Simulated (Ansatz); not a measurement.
The system is AlNi.

```
CELL_PARAMETERS angstrom
2.88100 0.00000 0.00000
0.00000 2.88100 0.00000
0.00000 0.00000 2.88100
ATOMIC_POSITIONS crystal
Ni 0.50000 0.50000 0.50000
Al 0.00000 0.00000 0.00000
```

| Item | Value |
| --- | --- |
| Program | Ansatz 0.2.0 |
| Task | relaxation of cell and atoms |
| Functional | revPBE |
| Potentials or basis | Ansatz PAW |
| Cutoff | 420 eV (not typed: the program's choice for these potentials) |
| k mesh | 9 × 9 × 9 |
| Occupations | fermi-dirac, width 0.05 eV |
| Spin | collinear spin, ferromagnetic start |
| Starting moments | [1.0, 0.0] μB |

At the start: volume 11.96 Å³/atom.

How do energy, volume and symmetry change on relaxing?

It ends after 5 steps and the volume is 12.32 Å³/atom (+3.0 %); space group Pm-3m (No. 221, to 0.05 Å); moment 0.00 μB per cell.

Step by step:
| step | energy change (eV) | largest force (eV/Å) | volume (Å³) |
| --- | --- | --- | --- |
| 1 | 0.0000 | 0.0000 | 23.91 |
| 2 | -0.0087 | 0.0000 | 24.34 |
| 3 | -0.0103 | 0.0000 | 24.62 |
| 4 | -0.0103 | 0.0000 | 24.63 |
| 5 | -0.0106 | 0.0000 | 24.63 |

Final structure:
```xyz
2
Lattice="2.9096 0.0000 0.0000 0.0000 2.9096 0.0000 0.0000 0.0000 2.9096" Properties=species:S:1:pos:R:3 pbc="T T T"
Ni    1.4548    1.4548    1.4548
Al    0.0000    0.0000    0.0000
```

Caveat: the plane-wave basis is chosen anew once the cell has moved, so the energies of steps on either side of that aren't comparable; the PAW data sets come from PBE, with cores solved anew for the run's functional, which leaves a small shift of forces and pressure; the starting moments weren't kept.
